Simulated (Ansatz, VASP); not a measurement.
**MgI2: VASP beside Ansatz**

```
Mg I
1.0
     3.80587    0.00000    0.00000
    -1.90294    3.29598    0.00000
     0.00000    0.00000    8.17359
Mg I
1 2
Direct
  0.00000 0.00000 0.00000
  0.33333 0.66667 0.75763
  0.66667 0.33333 0.24237
```

Alike in both runs: task single point; functional PBEsol; k mesh 6 × 6 × 4; occupations gaussian, width 0.05 eV; no spin polarisation.

|  | VASP | Ansatz |
| --- | --- | --- |
| version | VASP 6.6.1 | Ansatz 0.2.0 |
| potentials or method | VASP PAW PBE potentials, release 64 (Mg, I) | scalar-relativistic, plane waves, PAW |
| plane-wave cutoff (eV) | 520 | 420 |
| valence electrons in the cell | 16 | 44 |

Ansatz gave:

* gap on the k mesh at the Fermi level (eV): 2.33
* least direct gap on the mesh (eV): 2.33
* pressure (GPa): 0.7
* largest component of the traceless stress (GPa): 6.83
* rms of the force components (eV/Å): 0.443

Which values does VASP return?

gap on the k mesh at the Fermi level (eV): 2.32; least direct gap on the mesh (eV): 2.32; pressure (GPa): 0.7; largest component of the traceless stress (GPa): 6.83; rms of the force components (eV/Å): 0.445.

Atom by atom the forces differ by 0.002 eV/Å (rms over components). The functional is the same, so the differences come from potentials, cutoffs and numerics. The two sets of potentials don't hold the same shells in valence.

Caveats: the PAW data sets were made with another functional, which shifts forces and pressure a little (VASP); spin-orbit coupling is left out, which moves the levels of the heavy elements; this functional lacks dispersion, which binds the layers, so the pressure and a relaxed spacing across them are unreliable. Expect the measured gap to be larger: semilocal functionals such as PBEsol lack the derivative discontinuity. A k mesh can miss the band edges.
